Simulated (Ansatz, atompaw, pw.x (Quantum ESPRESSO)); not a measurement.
pw.x on bcc Sr: one setting changed

Potential: PAW, atompaw 4.2.0.5, PBE; core [Ar] 3d10, reference 4s2 4p6 4d0 5s2 5p0; waves: 4s (bound): rc 2.10 bohr; 5s (bound): rc 3.00 bohr; 4p (bound): rc 2.80 bohr; 5p (bound, empty): rc 2.60 bohr; 4d (bound, empty): rc 3.00 bohr; 4d channel at 1.45 Ry: rc 3.00 bohr; local part: bessel scheme, radius 2.30 bohr; core correction: smooth core density matched at 1.75 bohr; augmentation: sinc compensation charge, radius 2.80 bohr; PAW radius 3.00 bohr; waves and projectors: custom polynom2 7 10 vanderbiltortho.

The reference run (k-mesh 10³, cutoffs 55/550 Ry, Fermi–Dirac 0.01 Ry, mixing_beta 0.4, conv_thr 1e-9, no spin) gives 0.07 GPa at 54.586 Å³/atom, where all-electron LAPW gives 0.01 GPa. This run, with its own iteration cap, changes smearing to fermi, a wrong or extreme entry chosen on purpose.

```
&control
  calculation='scf', prefix='x', pseudo_dir='./', outdir='./tmp', tstress=.true., disk_io='none'
/
&system
  ibrav=0, nat=1, ntyp=1, ecutwfc=55, ecutrho=550, nbnd=12,
  occupations='smearing', smearing='fermi', degauss=0.01
/
&electrons
  conv_thr=1e-09, mixing_beta=0.4, electron_maxstep=70
/
ATOMIC_SPECIES
Sr 1.0 Sr.UPF
CELL_PARAMETERS angstrom
  -2.38968373 2.38968373 2.38968373
  2.38968373 -2.38968373 2.38968373
  2.38968373 2.38968373 -2.38968373
ATOMIC_POSITIONS crystal
Sr 0.0000 0.0000 0.0000
K_POINTS automatic
10 10 10 0 0 0
```

```bash
pw.x < Sr.scf.in > Sr.scf.out
```

Task: How does the run end?

Result: It stops with "set_occupations: smearing fermi unknown".

```
Error in routine  set_occupations (1):
      smearing fermi unknown
```

The run took about 0.5 s on one core of a shared server CPU.
